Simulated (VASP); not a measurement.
# Ta2N (P-3m1) in VASP: electric field gradients with PBE

Aim: the electric field gradients of Ta2N with PBE.

Program: VASP 6.6.1. These are calculated values, not measurements. Logs are shortened: lines on timing, memory, paths and dates and some standing lists are left out, and cuts for length are marked.

### 1 The structure

The structure is trigonal, space group P-3m1 (No. 164). The conventional cell has a = 3.113 Å, b = 3.113 Å, c = 4.870 Å, α = 90.00°, β = 90.00°, γ = 120.00°. Ta (site symmetry 3m) is surrounded by 3 N at 2.18 Å. N (site symmetry -3m) is surrounded by 6 Ta at 2.18 Å.

The cell comes from a database or a generator and needn't be the stable form of this composition.

### 2 Electric field gradients, PBE

File INCAR:

```
SYSTEM = Ta2N
PREC = Accurate
ENCUT = 520
EDIFF = 1E-8
ISMEAR = -1
SIGMA = 0.05
LREAL = .False.
LASPH = .True.
NELM = 100
ALGO = Fast
ISIF = 2
LWAVE = .False.
LCHARG = .False.
GGA = PE
LEFG = .True.
NBANDS = 20
```

File KPOINTS:

```
Automatic mesh
0
Gamma
  15 15 9
  0 0 0
```

File POSCAR:

```
Ta2N
1.0
    3.1128615060      0.0000000000      0.0000000000
   -1.5564307530      2.6958171426      0.0000000000
    0.0000000000      0.0000000000      4.8698410000
Ta N
2 1
Direct
    0.6666666667      0.3333333333      0.7452890000
    0.3333333333      0.6666666667      0.2547110000
    0.0000000000      0.0000000000      0.0000000000
```

Potentials or basis: VASP PAW PBE potentials, release 64 (Ta_pv, N).

Run with:

```bash
$ cat potpaw_PBE.64/Ta_pv/POTCAR potpaw_PBE.64/N/POTCAR > POTCAR
$ mpirun -np 1 vasp_std > vasp.out
```

OUTCAR:

```text
SYSTEM = Ta2N
   PREC = Accurate
   ENCUT = 520
   EDIFF = 1E-8
   ISMEAR = -1
   LREAL = .False.
   LASPH = .True.
   NELM = 100
   ISIF = 2
   GGA = PE

 ion  position               nearest neighbor table
   1  0.667  0.333  0.745-   3 2.18   3 2.18   3 2.18   2 2.99   2 2.99   2 2.99   2 3.06   2 3.06
                             2 3.06
   2  0.333  0.667  0.255-   3 2.18   3 2.18   3 2.18   1 2.99   1 2.99   1 2.99   1 3.06   1 3.06
                             1 3.06
   3  0.000  0.000  0.000-   1 2.18   2 2.18   2 2.18   1 2.18   1 2.18   2 2.18

  LATTYP: Found a hexagonal cell.
 ALAT       =     3.1128615060
 C/A-ratio  =     1.5644258476

  Lattice vectors:

 A1 = (   3.1128615060,   0.0000000000,   0.0000000000)
 A2 = (  -1.5564307530,   2.6958171426,   0.0000000000)
 A3 = (   0.0000000000,   0.0000000000,   4.8698410000)

Analysis of symmetry for initial positions (statically):
=====================================================================
 Subroutine PRICEL returns:
 Original cell was already a primitive cell.

 Routine SETGRP: Setting up the symmetry group for a
 hexagonal supercell.

 Subroutine GETGRP returns: Found 12 space group operations
 (whereof 12 operations were pure point group operations)
 out of a pool of 24 trial point group operations.

The static configuration has the point symmetry D_3d.

Analysis of symmetry for dynamics (positions and initial velocities):
=====================================================================
 Subroutine PRICEL returns:
 Original cell was already a primitive cell.

 Routine SETGRP: Setting up the symmetry group for a
 hexagonal supercell.

 Subroutine GETGRP returns: Found 12 space group operations
 (whereof 12 operations were pure point group operations)
 out of a pool of 24 trial point group operations.

The dynamic configuration has the point symmetry D_3d.

 Subroutine INISYM returns: Found 12 space group operations
 (whereof 12 operations are pure point group operations),
 and found     1 'primitive' translations

----------------------------------------------------------------------------------------

                                     Primitive cell

  volume of cell :      40.8663

  direct lattice vectors                    reciprocal lattice vectors
     3.112861506  0.000000000  0.000000000     0.321247829  0.185472520  0.000000000
    -1.556430753  2.695817143  0.000000000     0.000000000  0.370945041  0.000000000
     0.000000000  0.000000000  4.869841000     0.000000000  0.000000000  0.205345513

  length of vectors
     3.112861506  3.112861506  4.869841000     0.370945041  0.370945041  0.205345513

  position of ions in fractional coordinates (direct lattice)
     0.666666667  0.333333333  0.745289000
     0.333333333  0.666666667  0.254711000
     0.000000000  0.000000000  0.000000000

  ion indices of the primitive-cell ions
   primitive index   ion index
                 1           1
                 2           2
                 3           3

----------------------------------------------------------------------------------------

 KPOINTS: Automatic mesh

Automatic generation of k-mesh.
 Grid dimensions read from file:
 generate k-points for:   15   15    9

 Generating k-lattice:

  Cartesian coordinates                     Fractional coordinates (reciprocal lattice)
     0.021416522  0.012364835  0.000000000     0.066666667  0.000000000  0.000000000
     0.000000000  0.024729669  0.000000000     0.000000000  0.066666667  0.000000000
     0.000000000  0.000000000  0.022816168     0.000000000  0.000000000  0.111111111

  Length of vectors
     0.024729669  0.024729669  0.022816168

  Shift w.r.t. Gamma in fractional coordinates (k-lattice)
     0.000000000  0.000000000  0.000000000

 Subroutine IBZKPT returns following result:
 ===========================================

 Found    211 irreducible k-points:

 Following reciprocal coordinates:
            Coordinates               Weight
  0.000000  0.000000  0.000000      1.000000
  0.066667  0.000000  0.000000      6.000000
  0.133333  0.000000  0.000000      6.000000
  0.200000  0.000000  0.000000      6.000000
  0.266667  0.000000  0.000000      6.000000
  0.333333 -0.000000  0.000000      6.000000
[... 16 lines left out ...]
  0.333333  0.200000  0.000000     12.000000
  0.400000  0.200000  0.000000      6.000000
 [... further k-points ...]
   k-points           NKPTS =    211   k-points in BZ     NKDIM =    211   number of bands    NBANDS=     20
   number of dos      NEDOS =    301   number of ions     NIONS =      3
   total plane-waves  NPLWV =  20736
   dimension x,y,z NGX =    24 NGY =   24 NGZ =   36
   dimension x,y,z NGXF=    48 NGYF=   48 NGZF=   72
   ions per type =               2   1
   NGX,Y,Z   is equivalent  to a cutoff of  12.82, 12.82, 12.29 a.u.
   NGXF,Y,Z  is equivalent  to a cutoff of  25.63, 25.63, 24.58 a.u.
 SYSTEM =  Ta2N
   PREC   = accura    normal or accurate (medium, high low for compatibility)
   ISTART =      0    job   : 0-new  1-cont  2-samecut
   ICHARG =      2    charge: 1-file 2-atom 10-const
   ISPIN  =      1    spin polarized calculation?
   LNONCOLLINEAR =      F non collinear calculations
   LSORBIT =      F    spin-orbit coupling
   LASPH  =      T    aspherical Exc in radial PAW
   ENCUT  =  520.0 eV  38.22 Ry    6.18 a.u.   5.79  5.79  9.05*2*pi/ulx,y,z
   NELM   =    100;   NELMIN=  2; NELMDL= -5     # of ELM steps
   EDIFF  = 0.1E-07   stopping-criterion for ELM
   LREAL  =      F    real-space projection
   EDIFFG = 0.1E-06   stopping-criterion for IOM
   NSW    =      0    number of steps for IOM
   IBRION =     -1    ionic relax: 0-MD 1-quasi-New 2-CG
   NFREE  =      0    steps in history (QN), initial steepest desc. (CG)
   ISIF   =      2    stress and relaxation
   ISYM   =      2    0-nonsym 1-usesym 2-fastsym
   POTIM  = 0.5000    time-step for ionic-motion
   TEBEG  =    0.0;   TEEND  =   0.0 temperature during run
   PSTRESS=    0.0 pullay stress
   NELECT =      27.0000    total number of electrons
   NUPDOWN=      -1.0000    fix difference up-down
   EMIN   =  10.00;   EMAX   =-10.00  energy-range for DOS
   EFERMI =   0.00;   METHOD = LEGACY
   ISMEAR =    -1;   SIGMA  =   0.05  broadening in eV -4-tet -1-fermi 0-gaus
   EFERMI_NEDOS =   21; number of points for ismear=-14 and -15
   IALGO  =     68    algorithm
   IMIX   =      4    mixing-type and parameters
     AMIX     =   0.40;   BMIX     =  1.00
     AMIX_MAG =   1.60;   BMIX_MAG =  1.00
  volume/ion in A,a.u.               =      13.62        91.93
  Fermi-wavevector in a.u.,A,eV,Ry     =   1.425852  2.694469 27.661374  2.033054
  Thomas-Fermi vector in A             =   2.546192
   LORBIT       =      0    0 simple, 1 ext, 2 COOP (PROOUT), +10 PAW based schemes
   GGA     = PE    functional components
   LHFCALC =     F    Hartree Fock is set to
   AEXX    =    0.0000 exact exchange contribution
   IVDW    =     0    specifies the selected vdW correction
   LEPSILON=     F    determine dielectric tensor
   LRPA    =     F    only Hartree local field effects (RPA)
 non-spin polarized calculation
 RMM-DIIS sequential band-by-band and
  energy-cutoff  :      520.00
  volume of cell :       40.87
 maximum number of plane-waves:      1115
   NGX = 11   NGY = 11   NGZ = 19

 number of electron      26.9999996 magnetization

 Free energy of the ion-electron system (eV)
  ---------------------------------------------------
  ext. energy  EPLUGINS =         0.00000000
  ---------------------------------------------------
  free energy    TOTEN  =       -34.38779099 eV

  energy without entropy =      -34.37802080  energy(sigma->0) =      -34.38290590

 E-fermi :   7.4508     XC(G=0): -12.8464

 val. band max:        7.4500920400   @ k =  -0.2000   0.4667   0.2222
 cond. band min:       7.4509142834   @ k =   0.0000   0.2667   0.3333
 fundamental gap:      0.0008222434
 Fermi energy:         7.4508011160

 k-point     1 :       0.0000    0.0000    0.0000
  band No.  band energies     occupation
      1     -28.2224      2.00000
      2     -27.5123      2.00000
      3     -27.5123      2.00000
      4     -27.3870      2.00000
      5     -27.3870      2.00000
      6     -27.2688      2.00000
[... 12 lines left out ...]
     19       8.6219      0.00000
[... 513 lines left out ...]
      4     -27.7363      2.00000
      5     -27.5954      2.00000
      6     -27.5486      2.00000
[... 12 lines left out ...]
     19      11.6911      0.00000
     20      13.4868      0.00000

 [... further k-points ...]

------------------------ aborting loop because EDIFF is reached ----------------------------------------

  FORCE on cell =-STRESS in cart. coord.  units (eV):
  Direction    XX          YY          ZZ          XY          YZ          ZX
  --------------------------------------------------------------------------------------
  -------------------------------------------------------------------------------------
  Total       -0.3407662     -0.3407662     -0.0103710      0.0000000      0.0000000      0.0000000
  in kB      -13.3598662    -13.3598662     -0.4066004      0.0000000      0.0000000      0.0000000
  external PRESSURE =      -9.0421109 kB  Pullay stress =       0.0000000 kB

 VOLUME and BASIS-vectors are now :
 -----------------------------------------------------------------------------
  energy-cutoff  :      520.00
  volume of cell :       40.87
      direct lattice vectors                 reciprocal lattice vectors
     3.112861506  0.000000000  0.000000000     0.321247829  0.185472520  0.000000000
    -1.556430753  2.695817143  0.000000000     0.000000000  0.370945041  0.000000000
     0.000000000  0.000000000  4.869841000     0.000000000  0.000000000  0.205345513

 POSITION                                       TOTAL-FORCE (eV/Angst)
 -----------------------------------------------------------------------------------
      1.55643      0.89861      3.62944        -0.000000      0.000000      0.004325
     -0.00000      1.79721      1.24040         0.000000     -0.000000     -0.004325
      0.00000      0.00000      0.00000        -0.000000      0.000000      0.000000
 -----------------------------------------------------------------------------------
    total drift:                               -0.000000      0.000000      0.000000

  FREE ENERGIE OF THE ION-ELECTRON SYSTEM (eV)
  ---------------------------------------------------
  free  energy   TOTEN  =       -34.3877909928 eV

  energy  without entropy=      -34.3780208017  energy(sigma->0) =      -34.38290590

 Electric field gradients (V/A^2)
---------------------------------------------------------------------
 ion       V_xx      V_yy      V_zz      V_xy      V_xz      V_yz
---------------------------------------------------------------------
   1      30.487    30.487   -60.974    -0.000     0.000    -0.000
   2      30.487    30.487   -60.974    -0.000     0.000    -0.000
   3       2.166     2.166    -4.332    -0.000    -0.000     0.000
---------------------------------------------------------------------

 Electric field gradients after diagonalization (V/A^2)
 (convention: |V_zz| > |V_xx| > |V_yy|)
----------------------------------------------------------------------
 ion       V_xx      V_yy      V_zz     asymmetry (V_yy - V_xx)/ V_zz
----------------------------------------------------------------------
   1      30.488    30.487   -60.974       0.000
   2      30.488    30.487   -60.974       0.000
   3       2.166     2.166    -4.332       0.000
----------------------------------------------------------------------

           NMR quadrupolar parameters

 Cq : quadrupolar parameter    Cq=e*Q*V_zz/h
 eta: asymmetry parameters     (V_yy - V_xx)/ V_zz
 Q  : nuclear electric quadrupole moment in mb (millibarn)
----------------------------------------------------------------------
 ion       Cq(MHz)       eta       Q (mb)
----------------------------------------------------------------------
   1      -0.147       0.000       1.000
   2      -0.147       0.000       1.000
   3      -0.010       0.000       1.000
----------------------------------------------------------------------
```

Wall time 2.7 min (1 thread of Intel Xeon Platinum 8259CL at 2.50GHz (Skylake/Cascade Lake), shared host); peak memory 0.27 GiB.

Results:

* Free energy: -34.3878 eV
* Pressure: -0.9 GPa
* Largest force: 0.004 eV/Å
* Band gap on the k mesh: none (metal or under the smearing width)

Forces on the atoms (eV/Å):
```
Ta   0.000  0.000  0.004
Ta   0.000  0.000 -0.004
N    0.000  0.000  0.000
```

Electric field gradients, principal values (V/Å²):
```csv
atom,Vxx,Vyy,Vzz
1 Ta,30.487,30.488,-60.974
2 Ta,30.487,30.488,-60.974
3 N,2.166,2.166,-4.332
```

The run has no spin-orbit coupling, so splittings on Ta are missing.
